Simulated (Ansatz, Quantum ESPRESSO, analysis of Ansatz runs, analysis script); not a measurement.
# N_i in AlN (P6_3mc): one cell, two programs (Ansatz and Quantum ESPRESSO), part 2 of 2

How far apart do two plane-wave programs put the levels and formation energies of N_i in AlN (P6_3mc)? Both take a cell of 72 host atoms with 1 N put in.

Ansatz and Quantum ESPRESSO ; two programs on one cell.

So far: Starting point; Ansatz: the charge states.

## 3. Quantum ESPRESSO: the charge states

Level of this step: Quantum ESPRESSO plane-wave DFT, PBEsol, GBRV 1.5 PBEsol potentials; relaxation of all atoms of a defect supercell at fixed charge in a uniform background (Quantum ESPRESSO).

Each charge needs its own total energy at its own relaxed structure. Quantum ESPRESSO starts from the structures that Ansatz relaxed in the same cell. A uniform background keeps charged cells neutral.

Method: Quantum ESPRESSO plane-wave DFT, PBEsol, GBRV 1.5 PBEsol potentials. One state in full; the table below says how the others differ.

pw.in reads:

```
&CONTROL
  calculation = 'relax'
  prefix = 'pwscf'
  outdir = './tmp'
  pseudo_dir = './pseudo'
  tprnfor = .true.
  disk_io = 'low'
  nstep = 70
  forc_conv_thr = 0.00078
  etot_conv_thr = 0.0001
/
&SYSTEM
  ibrav = 0
  nat = 73
  ntyp = 2
  ecutwfc = 40
  ecutrho = 324
  nbnd = 152
  occupations = 'fixed'
  tot_charge = -3
  nosym = .true.
/
&ELECTRONS
  conv_thr = 7d-08
  electron_maxstep = 100
  mixing_beta = 0.5
/
&IONS
  ion_dynamics = 'bfgs'
/
ATOMIC_SPECIES
Al    26.9815 al_pbesol_v1.uspp.F.UPF
N     14.0070 n_pbesol_v1.2.uspp.F.UPF
CELL_PARAMETERS angstrom
   9.3449669604   -0.0000000009    0.0000000000
  -4.6724836302    8.0929788684    0.0000000000
   0.0000000000    0.0000000000    9.9778324024
ATOMIC_POSITIONS crystal
Al     0.2230998283    0.1105297495    0.2501831331
Al     0.1119391707    0.2217950179    0.4959431011
[... 30 atom lines left out ...]
Al     0.5646977748    0.4629298231    0.2632075061
Al     0.4651477374    0.5663397881    0.4865824488
N      0.5391549101    0.4115228930    0.4579585091
N      0.4345214988    0.5505787277    0.1790133316
[... 4 atom lines left out ...]
Al     0.5645747114    0.7692535515    0.2628223511
[... 1 atom line left out ...]
N      0.5388417664    0.7951756594    0.4570848880
[... 14 atom lines left out ...]
Al     0.7678492396    0.5655865032    0.4869849174
[... 1 atom line left out ...]
N      0.7827829984    0.5506598697    0.1793827038
[... 4 atom lines left out ...]
Al     0.8708050917    0.7689062107    0.2631734862
Al     0.7674845008    0.8685044184    0.4865740833
N      0.9220746860    0.7941107084    0.4581295894
[... 5 atom lines left out ...]
N      0.6664545102    0.6673443615    0.3597864536
K_POINTS crystal
1
0.25 0.25 0.25 1.0
```

pp_potential.in reads:

```
&INPUTPP
  prefix = 'pwscf'
  outdir = './tmp'
  filplot = 'potential.dat'
  plot_num = 11
/
&PLOT
  nfile = 1
  filepp(1) = 'potential.dat'
  iflag = 3
  output_format = 6
  fileout = 'potential.cube'
/
```

Started as:

```sh
$ OMP_NUM_THREADS=1 mpirun -n 8 pw.x -in pw.in > pw.out
$ OMP_NUM_THREADS=1 mpirun -n 8 pp.x -in pp_potential.in > pp_potential.out
```

The log of the run:

```text
[shortened: banners, details of potentials and solvers, and blank lines are left out]
     one sub-group per band group will be used
     scalapack distributed-memory algorithm (size of sub-group:  2*  2 procs)
     bravais-lattice index     =            0
     lattice parameter (alat)  =      17.6594  a.u.
     unit-cell volume          =    5092.3586 (a.u.)^3
     number of atoms/cell      =           73
     number of atomic types    =            2
     number of electrons       =       296.00
     number of Kohn-Sham states=          152
     kinetic-energy cutoff     =      40.0000  Ry
     charge density cutoff     =     324.0000  Ry
     scf convergence threshold =      7.0E-08
     mixing beta               =       0.5000
     number of iterations used =            8  plain     mixing
     energy convergence thresh.=      1.0E-04
     force convergence thresh. =      7.8E-04
     Exchange-correlation= SLA  PW   PSX  PSC
                           (   1   4  10   8   0   0   0)
[...]
new trust radius        =       0.0018978265 bohr
[...]
ATOMIC_POSITIONS (crystal)
Al               0.2230962308        0.1105329683        0.2501942772
[...]
Self-consistent Calculation
[...]
k = 0.2500 0.4330 0.2341 ( 21770 PWs)   bands (ev):
    -7.9365  -7.6341  -7.5955  -7.4238  -7.1661  -7.1401  -6.7747  -6.6934
[...]
highest occupied, lowest unoccupied level (ev):     8.8754   11.9185
!    total energy              =    -988.62477069 Ry
[...]
convergence has been achieved in   6 iterations
     Forces acting on atoms (cartesian axes, Ry/au):
     atom    1 type  1   force =     0.00001254   -0.00000569    0.00005058
[...]
Total force =     0.001022     Total SCF correction =     0.000018
[...]
bfgs converged in   3 scf cycles and   2 bfgs steps
[...]
End of BFGS Geometry Optimization
     Final energy             =    -988.6247706948 Ry
[...]
ATOMIC_POSITIONS (crystal)
Al               0.2230947420        0.1105344070        0.2501999709
[...]
JOB DONE.
```

Run time: 65 s. Hardware: 8 MPI ranks of Arm Neoverse V2, shared host; peak memory 1.2 GiB.

The runs, on 8 MPI ranks of Arm Neoverse V2, shared host:

```
charge  moment held (μB)                k-points   occupations    outcome  force calls  largest force component (eV/Å)     time
    −3           no spin  one point at (¼, ¼, ¼)         fixed  converged            3                           0.010     65 s
    −1           no spin  one point at (¼, ¼, ¼)  0.01 eV wide  converged            2                           0.013     45 s
    +1           no spin  one point at (¼, ¼, ¼)  0.01 eV wide  converged            5                           0.019  1.7 min
    −3                 2  one point at (¼, ¼, ¼)         fixed  converged            2                          0.0087     98 s
    −2                 1  one point at (¼, ¼, ¼)         fixed  converged            2                           0.018  1.7 min
     0                 1  one point at (¼, ¼, ¼)         fixed  converged            3                           0.014    2 min
```

## 4. Corrections

A charged cell interacts with its periodic copies and the background. The energy of a point charge, screened by the host's static dielectric constant, removes the leading part. The potential at far atoms (Gaussian weight of 0.7 Å), less the host's and less the model's, gives a shift, which enters times the charge. Each program has its own host run, band edges and elemental references.

Ansatz, by state, in eV:

```
charge  moment (μB)  energy over the host, electrons at the valence top  point-charge term  shift at far sites  its spread  correction
    −3            0                                            -365.192              2.348               0.160       0.056       1.870
    −1            0                                            -371.796              0.261               0.093       0.063       0.168
    +1            0                                            -374.820              0.261               0.039       0.095       0.300
    −3            2                                            -362.878              2.348               0.213       0.079       1.709
    −2            1                                            -367.385              1.044               0.139       0.053       0.766
     0            1                                            -373.611              0.000               0.071       0.070       0.000
```

Quantum ESPRESSO, by state, in eV:

```
charge  moment (μB)  energy over the host, electrons at the valence top  point-charge term  shift at far sites  its spread  correction
    −3            0                                            -260.074              2.348               0.154       0.076       1.887
    −1            0                                            -266.653              0.261               0.087       0.069       0.174
    +1            0                                            -269.625              0.261               0.028       0.102       0.289
    −3            2                                            -257.778              2.348               0.206       0.063       1.731
    −2            1                                            -262.272              1.044               0.133       0.070       0.778
     0            1                                            -268.458              0.000               0.064       0.077       0.000
```

## 5. Side by side

Gap and levels in eV, each from its own valence top; in brackets without the correction:

```
         program    gap         (+1/0)         (0/−1)        (−1/−2)        (−2/−3)
          Ansatz  4.084  0.909 (1.209)  1.983 (1.815)  5.008 (4.411)  3.298 (2.193)
Quantum ESPRESSO  4.075  0.878 (1.167)  1.978 (1.804)  4.986 (4.382)  3.306 (2.197)
```

Formation energies in eV, Fermi level at the valence top, the exchanged atoms taken from or given to their elements:

```
charge  Ansatz  Quantum ESPRESSO  difference
    +1   3.957             3.966       0.009
     0   4.866             4.844      -0.022
    −1   6.849             6.822      -0.027
    −2  11.857            11.808      -0.049
    −3  15.155            15.114      -0.041
```

## 6. What came out

| Property | Result |
| --- | --- |
| difference in the gap | 0.009 eV |
| largest difference in a level | 0.031 eV |
| largest difference in a formation energy | 0.049 eV |

**Reading.** The corrected levels differ by at most 0.031 eV, at (+1/0), the gaps by 0.009 eV and the formation energies by 0.049 eV. Ansatz gives (+1/0) at 0.91 and (0/−1) at 1.98 eV above the valence top, in a gap of 4.08 eV (charges −3 to +1 were run). Quantum ESPRESSO gives (+1/0) at 0.88 and (0/−1) at 1.98 eV above the valence top, in a gap of 4.08 eV (charges −3 to +1 were run). From the first structures the second relaxations gained under 0.001 eV. The remarks that follow take the numbers of Ansatz. Of the steps between neighbouring charges, (−1/−2) (5.01 eV) lies outside the gap. Where such a step puts a carrier into a host band, it costs more at these k-points than at the band edge (no band-filling term is applied), and its value means little; where the carrier stays bound, the too small gap or a large relaxation puts the step outside. The step into charge −2 lies higher than the step out of it, so by these energies that charge is never the lowest (negative-U order). At this k-point the host supercell misses the unit cell's energy on a dense mesh by 0.016 eV an atom, so the levels may move on a mesh. The largest move off an ideal site is 0.3 Å at charge −2 and 1.4 Å at +1; each charge was relaxed from one start, so a lower structure may have been missed. At charge +1 filled and empty levels lie within 0.3 eV and only the state without spin was run, so a spin-aligned state could be lower. The added atom ends up to 1.4 Å from its starting site, where the model charge stands; other sites weren't tried, so a charge may sit in a place that isn't its lowest. The potential shift scatters over the far sites; times the charge that is up to 0.24 eV, a measure of how far the corrections hold. The elemental reference is the N2 molecule, taken at 0 K, with no correction of the binding and no zero-point energy. Core time for the states listed: 51 min with Ansatz, the first from displaced ideal sites and the others chained to it, 71 min with Quantum ESPRESSO from relaxed ones, on shared hosts. Agreement tests the programs, not the model: both share the functional (Ansatz's PAW files were made with PBE), the cell, the sampling and the correction. Keep in mind: one k-point off the zone centre stands for the whole zone; the host was not tested for a distortion of lower energy; PBEsol makes the gap too small and tends to spread out bound carriers.

[Logs are printed without paths, hosts, clocks, repeated set-up lines and the standing remarks that a program may print on its own settings, such as how far it seeks lower states.]

[Hosts, paths, dates, database ids (printed as entryN), source tags and the programs' standing remarks are cut or masked in the printed files.]

[Where a table of states has a column of steps, it counts the stored structures, which are thinned; the runs took as many ionic steps or more.]

[For some hosts the program warned that the k-mesh of the response run may be too coarse for force constants and the static dielectric constant; such warnings are not shown here.]
